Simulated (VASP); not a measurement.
# Cu (P6_3/mmc) in VASP: a series of runs

The runs below take Cu through single point, relaxation of cell and atoms, with PBE.

Everything below comes from runs of VASP 6.6.1. Logs are shortened: lines on timing, memory, paths and dates and some standing lists are left out, and cuts for length are marked.

## (1) The crystal as given

The structure is hexagonal, space group P6_3/mmc (No. 194). Conventional cell: a = 2.576 Å, b = 2.576 Å, c = 4.168 Å, α = 90.00°, β = 90.00°, γ = 120.00°. Around Cu (site symmetry -6m2) lie 12 Cu at 2.56 to 2.58 Å.

The cell was built by a generator and needn't be a form met in nature.

## (2) Single point, PBE

The input, INCAR:

```
PREC = Accurate ; ENCUT = 520
EDIFF = 1E-6 ; ISMEAR = 0
SIGMA = 0.05 ; LREAL = F
LASPH = T ; NELM = 100
ALGO = Fast ; ISIF = 2
LWAVE = F ; LCHARG = T
GGA = PE ; LELF = T
LVHAR = T ; NBANDS = 18
```

The input, KPOINTS:

```
regular mesh
0
Gamma
  8 8 6
```

The input, POSCAR:

```
Cu
1.0
    2.5762479879      0.0000000000      0.0000000000
   -1.2881239940      2.2310962040      0.0000000000
    0.0000000000      0.0000000000      4.1676247930
Cu
2
Direct
    0.3333333333      0.6666666667      0.7500000000
    0.6666666667      0.3333333333      0.2500000000
```

Potentials or basis: VASP PAW PBE potentials, release 64 (Cu).

The run is started by

```console
cat potpaw_PBE.64/Cu/POTCAR > POTCAR
mpirun -np 1 vasp_std > vasp.out
```

OUTCAR:

```text
PREC = Accurate
   ENCUT = 520
   EDIFF = 1E-6
   ISMEAR = 0
   LREAL = F
   LASPH = T
   NELM = 100
   ISIF = 2
   GGA = PE

 ion  position               nearest neighbor table
   1  0.333  0.667  0.750-   2 2.56   2 2.56   2 2.56   2 2.56   2 2.56   2 2.56
   2  0.667  0.333  0.250-   1 2.56   1 2.56   1 2.56   1 2.56   1 2.56   1 2.56

  LATTYP: Found a hexagonal cell.
 ALAT       =     2.5762479879
 C/A-ratio  =     1.6177110327

  Lattice vectors:

 A1 = (   2.5762479879,   0.0000000000,   0.0000000000)
 A2 = (  -1.2881239940,   2.2310962040,   0.0000000000)
 A3 = (   0.0000000000,   0.0000000000,   4.1676247930)

Analysis of symmetry for initial positions (statically):
=====================================================================
 Subroutine PRICEL returns:
 Original cell was already a primitive cell.

 Routine SETGRP: Setting up the symmetry group for a
 hexagonal supercell.

 Subroutine GETGRP returns: Found 24 space group operations
 (whereof 12 operations were pure point group operations)
 out of a pool of 24 trial point group operations.

The static configuration has the point symmetry D_3d.
 The point group associated with its full space group is D_6h.

Analysis of symmetry for dynamics (positions and initial velocities):
=====================================================================
 Subroutine PRICEL returns:
 Original cell was already a primitive cell.

 Routine SETGRP: Setting up the symmetry group for a
 hexagonal supercell.

 Subroutine GETGRP returns: Found 24 space group operations
 (whereof 12 operations were pure point group operations)
 out of a pool of 24 trial point group operations.

The dynamic configuration has the point symmetry D_3d.
 The point group associated with its full space group is D_6h.

 Subroutine INISYM returns: Found 24 space group operations
 (whereof 12 operations are pure point group operations),
 and found     1 'primitive' translations

----------------------------------------------------------------------------------------

                                     Primitive cell

  volume of cell :      23.9549

  direct lattice vectors                    reciprocal lattice vectors
     2.576247988  0.000000000  0.000000000     0.388161390  0.224105083  0.000000000
    -1.288123994  2.231096204  0.000000000     0.000000000  0.448210166  0.000000000
     0.000000000  0.000000000  4.167624793     0.000000000  0.000000000  0.239944825

  length of vectors
     2.576247988  2.576247988  4.167624793     0.448210166  0.448210166  0.239944825

  position of ions in fractional coordinates (direct lattice)
     0.333333333  0.666666667  0.750000000
     0.666666667  0.333333333  0.250000000

  ion indices of the primitive-cell ions
   primitive index   ion index
                 1           1
                 2           2

----------------------------------------------------------------------------------------

 KPOINTS: regular mesh

Automatic generation of k-mesh.
 Grid dimensions read from file:
 generate k-points for:    8    8    6

 Generating k-lattice:

  Cartesian coordinates                     Fractional coordinates (reciprocal lattice)
     0.048520174  0.028013135  0.000000000     0.125000000  0.000000000  0.000000000
     0.000000000  0.056026271  0.000000000     0.000000000  0.125000000  0.000000000
     0.000000000  0.000000000  0.039990804     0.000000000  0.000000000  0.166666667

  Length of vectors
     0.056026271  0.056026271  0.039990804

  Shift w.r.t. Gamma in fractional coordinates (k-lattice)
     0.000000000  0.000000000  0.000000000

 Subroutine IBZKPT returns following result:
 ===========================================

 Found     40 irreducible k-points:

 Following reciprocal coordinates:
            Coordinates               Weight
  0.000000  0.000000  0.000000      1.000000
  0.125000  0.000000  0.000000      6.000000
  0.250000  0.000000  0.000000      6.000000
  0.375000 -0.000000  0.000000      6.000000
  0.500000  0.000000  0.000000      3.000000
  0.125000  0.125000  0.000000      6.000000
[... 16 lines left out ...]
  0.250000  0.000000  0.333333     12.000000
  0.375000 -0.000000  0.333333     12.000000
 [... further k-points ...]
   k-points           NKPTS =     40   k-points in BZ     NKDIM =     40   number of bands    NBANDS=     18
   number of dos      NEDOS =    301   number of ions     NIONS =      2
   total plane-waves  NPLWV =  12800
   dimension x,y,z NGX =    20 NGY =   20 NGZ =   32
   dimension x,y,z NGXF=    40 NGYF=   40 NGZF=   64
   ions per type =               2
   NGX,Y,Z   is equivalent  to a cutoff of  12.91, 12.91, 12.76 a.u.
   NGXF,Y,Z  is equivalent  to a cutoff of  25.81, 25.81, 25.53 a.u.
 SYSTEM =  unknown system
   PREC   = accura    normal or accurate (medium, high low for compatibility)
   ISTART =      0    job   : 0-new  1-cont  2-samecut
   ICHARG =      2    charge: 1-file 2-atom 10-const
   ISPIN  =      1    spin polarized calculation?
   LNONCOLLINEAR =      F non collinear calculations
   LSORBIT =      F    spin-orbit coupling
   LASPH  =      T    aspherical Exc in radial PAW
   ENCUT  =  520.0 eV  38.22 Ry    6.18 a.u.   4.79  4.79  7.75*2*pi/ulx,y,z
   NELM   =    100;   NELMIN=  2; NELMDL= -5     # of ELM steps
   EDIFF  = 0.1E-05   stopping-criterion for ELM
   LREAL  =      F    real-space projection
[... 7 lines left out ...]
   TEBEG  =    0.0;   TEEND  =   0.0 temperature during run
   PSTRESS=    0.0 pullay stress
   NELECT =      22.0000    total number of electrons
   NUPDOWN=      -1.0000    fix difference up-down
   EMIN   =  10.00;   EMAX   =-10.00  energy-range for DOS
   EFERMI =   0.00;   METHOD = LEGACY
   ISMEAR =     0;   SIGMA  =   0.05  broadening in eV -4-tet -1-fermi 0-gaus
   EFERMI_NEDOS =   21; number of points for ismear=-14 and -15
   IALGO  =     68    algorithm
   IMIX   =      4    mixing-type and parameters
     AMIX     =   0.40;   BMIX     =  1.00
     AMIX_MAG =   1.60;   BMIX_MAG =  1.00
  volume/ion in A,a.u.               =      11.98        80.83
  Fermi-wavevector in a.u.,A,eV,Ry     =   1.591296  3.007113 34.452968  2.532222
  Thomas-Fermi vector in A             =   2.689858
   LORBIT       =      0    0 simple, 1 ext, 2 COOP (PROOUT), +10 PAW based schemes
   GGA     = PE    functional components
   LHFCALC =     F    Hartree Fock is set to
   AEXX    =    0.0000 exact exchange contribution
   IVDW    =     0    specifies the selected vdW correction
   LEPSILON=     F    determine dielectric tensor
   LRPA    =     F    only Hartree local field effects (RPA)
 non-spin polarized calculation
 RMM-DIIS sequential band-by-band and
 Gauss-broadening in eV      SIGMA  =   0.05
  energy-cutoff  :      520.00
  volume of cell :       23.95
 maximum number of plane-waves:       660
 NGX is ok and might be reduce to    20
   NGX =  9   NGY =  9   NGZ = 15

 number of electron      22.0000005 magnetization

 Free energy of the ion-electron system (eV)
  ---------------------------------------------------
  ext. energy  EPLUGINS =         0.00000000
  ---------------------------------------------------
  free energy    TOTEN  =        -7.41251114 eV

  energy without entropy =       -7.41083133  energy(sigma->0) =       -7.41167123

 E-fermi :   7.3722     XC(G=0): -12.6448

 val. band max:        7.3114424440   @ k =   0.5000   0.0000   0.1667
 cond. band min:       7.3933420296   @ k =   0.5000   0.0000   0.0000
 fundamental gap:      0.0818995856
 Fermi energy:         7.3722203782

 k-point     1 :       0.0000    0.0000    0.0000
  band No.  band energies     occupation
      1      -1.8328      2.00000
      2       2.4308      2.00000
      3       4.4541      2.00000
      4       4.4814      2.00000
      5       4.4814      2.00000
      6       4.6908      2.00000
[... 10 lines left out ...]
     17      30.4426      0.00000
     18      30.4553      0.00000

 k-point     2 :       0.1250    0.0000    0.0000
  band No.  band energies     occupation
      1      -1.3397      2.00000
      2       2.6955      2.00000
      3       4.2242      2.00000
      4       4.5880      2.00000
      5       4.6079      2.00000
      6       4.6547      2.00000
[... 10 lines left out ...]
     17      30.7216      0.00000
     18      31.8486      0.00000

 k-point     3 :       0.2500    0.0000    0.0000
  band No.  band energies     occupation
      1       0.0520      2.00000
      2       3.1516      2.00000
      3       3.7981      2.00000
      4       3.9990      2.00000
      5       4.4613      2.00000
      6       4.6281      2.00000
[... 10 lines left out ...]
     17      25.5593      0.00000
     18      27.6061      0.00000

 k-point     4 :       0.3750   -0.0000    0.0000
  band No.  band energies     occupation
      1       1.8508      2.00000
      2       3.0941      2.00000
      3       3.3132      2.00000
      4       4.1103      2.00000
      5       4.4472      2.00000
      6       4.5919      2.00000
[... 10 lines left out ...]
     17      21.2762      0.00000
     18      26.2824      0.00000

 k-point     5 :       0.5000    0.0000    0.0000
  band No.  band energies     occupation
      1       2.6623      2.00000
      2       2.9295      2.00000
      3       3.1583      2.00000
      4       4.3773      2.00000
      5       4.4134      2.00000
      6       4.5211      2.00000
[... 10 lines left out ...]
     17      20.2387      0.00000
     18      26.0341      0.00000

 k-point     6 :       0.1250    0.1250    0.0000
  band No.  band energies     occupation
      1      -0.3918      2.00000
      2       3.0968      2.00000
      3       3.9712      2.00000
      4       4.0161      2.00000
      5       4.5082      2.00000
      6       4.5858      2.00000
[... 10 lines left out ...]
     17      28.3158      0.00000
     18      28.9439      0.00000

 k-point     7 :       0.2500    0.1250    0.0000
  band No.  band energies     occupation
      1       1.2758      2.00000
      2       3.3271      2.00000
      3       3.4947      2.00000
      4       3.8171      2.00000
      5       4.3851      2.00000
      6       4.5363      2.00000
[... 10 lines left out ...]
     17      23.9952      0.00000
     18      26.5132      0.00000

 k-point     8 :       0.3750    0.1250    0.0000
  band No.  band energies     occupation
      1       2.6772      2.00000
      2       3.1350      2.00000
      3       3.2357      2.00000
      4       4.0620      2.00000
      5       4.3226      2.00000
      6       4.5222      2.00000
[... 10 lines left out ...]
     17      19.6710      0.00000
     18      25.6150      0.00000
[... 229 lines left out ...]
     17      20.3422      0.00000
     18      25.1279      0.00000

 k-point    20 :       0.3750    0.2500    0.1667
  band No.  band energies     occupation
      1       3.1539      2.00000
      2       3.4652      2.00000
      3       3.4931      2.00000
      4       3.6711      2.00000
      5       4.2345      2.00000
      6       4.4004      2.00000
[... 10 lines left out ...]
     17      21.3365      0.00000
     18      21.5113      0.00000

 k-point    21 :       0.0000    0.0000    0.3333
  band No.  band energies     occupation
      1      -0.8400      2.00000
      2       1.5450      2.00000
      3       4.2902      2.00000
      4       4.3981      2.00000
      5       4.3981      2.00000
      6       4.4657      2.00000
[... 10 lines left out ...]
     17      29.7149      0.00000
     18      29.9351      0.00000

 k-point    22 :       0.1250    0.0000    0.3333
  band No.  band energies     occupation
      1      -0.3709      2.00000
      2       1.9235      2.00000
      3       4.0281      2.00000
      4       4.2575      2.00000
      5       4.2933      2.00000
      6       4.5314      2.00000
[... 10 lines left out ...]
     17      26.9165      0.00000
     18      28.4570      0.00000

 k-point    23 :       0.2500    0.0000    0.3333
  band No.  band energies     occupation
      1       0.8977      2.00000
      2       2.7041      2.00000
      3       3.6502      2.00000
      4       4.0622      2.00000
      5       4.2648      2.00000
      6       4.6258      2.00000
[... 10 lines left out ...]
     17      25.7213      0.00000
     18      27.1171      0.00000

 k-point    24 :       0.3750   -0.0000    0.3333
  band No.  band energies     occupation
      1       2.1991      2.00000
      2       2.8904      2.00000
      3       3.5253      2.00000
      4       3.8490      2.00000
      5       4.7181      2.00000
      6       4.7231      2.00000
[... 10 lines left out ...]
     17      25.7554      0.00000
     18      25.9222      0.00000

 [... further k-points ...]

------------------------ aborting loop because EDIFF is reached ----------------------------------------

  FORCE on cell =-STRESS in cart. coord.  units (eV):
  Direction    XX          YY          ZZ          XY          YZ          ZX
  --------------------------------------------------------------------------------------
  -------------------------------------------------------------------------------------
  Total        0.1855134      0.1855134      0.1618466     -0.0000000     -0.0000000      0.0000000
  in kB       12.4077011     12.4077011     10.8247921     -0.0000000     -0.0000000      0.0000000
  external PRESSURE =      11.8800648 kB  Pullay stress =       0.0000000 kB

 VOLUME and BASIS-vectors are now :
 -----------------------------------------------------------------------------
  energy-cutoff  :      520.00
  volume of cell :       23.95
      direct lattice vectors                 reciprocal lattice vectors
     2.576247988  0.000000000  0.000000000     0.388161390  0.224105083  0.000000000
    -1.288123994  2.231096204  0.000000000     0.000000000  0.448210166  0.000000000
     0.000000000  0.000000000  4.167624793     0.000000000  0.000000000  0.239944825

 POSITION                                       TOTAL-FORCE (eV/Angst)
 -----------------------------------------------------------------------------------
     -0.00000      1.48740      3.12572         0.000000     -0.000000     -0.000000
      1.28812      0.74370      1.04191        -0.000000      0.000000      0.000000
 -----------------------------------------------------------------------------------
    total drift:                               -0.000000      0.000000     -0.000000

  FREE ENERGIE OF THE ION-ELECTRON SYSTEM (eV)
  ---------------------------------------------------
  free  energy   TOTEN  =        -7.4125111355 eV

  energy  without entropy=       -7.4108313295  energy(sigma->0) =       -7.41167123
```

Wall time 7.7 s (1 thread of Intel Xeon 6975P-C (Granite Rapids), shared host); peak memory 0.14 GiB.

What came out:

```
Free energy            : -7.4125 eV
Pressure               : 1.2 GPa
Band gap on the k mesh : none (metal or under the smearing width)
```

Stress tensor (GPa, compression positive):
```
1.24 0.00 0.00
0.00 1.24 0.00
0.00 0.00 1.08
```

## (3) Relaxation of cell and atoms, PBE

This run uses another cell than the first one, of 11.76 Å³/atom, 0.982 times its volume.

The input, INCAR:

```
SYSTEM = Cu
PREC = Accurate
ENCUT = 600
EDIFF = 1E-7
ISMEAR = 0
SIGMA = 0.05
LREAL = .False.
LASPH = .True.
NELM = 100
ALGO = Normal
ISIF = 3
LWAVE = .False.
LCHARG = .False.
GGA = PE
IBRION = 2
NSW = 80
EDIFFG = -0.03
```

The input, KPOINTS:

```
Automatic mesh
0
Gamma
  8 8 6
  0 0 0
```

The input, POSCAR:

```
Cu
1.0
    2.5524804075      0.0000000000      0.0000000000
   -1.2762402038      2.2105128756      0.0000000000
    0.0000000000      0.0000000000      4.1690513323
Cu
2
Direct
    0.3333333333      0.6666666667      0.7500000000
    0.6666666667      0.3333333333      0.2500000000
```

Potentials or basis: VASP PAW PBE potentials, release 64 (Cu).

The run is started by

```console
cat potpaw_PBE.64/Cu/POTCAR > POTCAR
mpirun -np 1 vasp_std > vasp.out
```

It took 19 s on 1 thread of Intel Xeon 6975P-C (Granite Rapids), shared host; peak memory 0.14 GiB.

Results (log left out):

```
Free energy                            : -7.4127 eV
Relaxed volume                         : 12.03 Å³/atom
Relaxed cell                           : a = 2.580 Å, b = 2.580 Å, c = 4.176 Å, α = 90.00°, β = 90.00°, γ = 120.00°
Space group after relaxing (to 0.05 Å) : P6_3/mmc (No. 194)
Energy gained by relaxing              : 3.2 meV/atom
Ionic steps                            : 4
Pressure after relaxing                : -0.1 GPa
Band gap on the k mesh                 : none (metal or under the smearing width)
```

Stress tensor (GPa, compression positive):
```
-0.02  0.00  0.00
 0.00 -0.02  0.00
 0.00  0.00 -0.32
```

Step by step:
```tsv
step	energy change (eV)	largest force (eV/Å)	pressure (GPa)	volume (Å³)
1	0.0000	0.0000	3.26	23.52
2	-0.0049	0.0000	-1.56	24.35
3	-0.0061	0.0000	-0.15	24.09
4	-0.0064	0.0000	-0.12	24.07
```

Final structure:
```
Cu
1.0
     2.57983    0.00000    0.00000
    -1.28992    2.23420    0.00000
     0.00000    0.00000    4.17558
Cu
2
Direct
  0.33333 0.66667 0.75000
  0.66667 0.33333 0.25000
```

Levels at points of the mesh, in eV from the Fermi level:
| k point | band 8 | band 9 | band 10 | band 11 | band 12 | band 13 | band 14 | band 15 |
| --- | --- | --- | --- | --- | --- | --- | --- | --- |
| (0.00, 0.00, 0.00) | -2.43 | -2.43 | -1.68 | -1.68 | -0.83 | 3.82 | 21.12 | 21.30 |
| (0.50, 0.00, 0.00) | -1.60 | -1.54 | -1.50 | 0.02 | 1.52 | 7.75 | 8.12 | 10.63 |
| (0.00, 0.00, 0.50) | -2.93 | -1.90 | -1.90 | -1.90 | -1.90 | 12.56 | 12.56 | 21.81 |
| (0.50, 0.00, 0.50) | -1.84 | -1.54 | -1.54 | 0.54 | 0.54 | 4.75 | 4.75 | 15.85 |
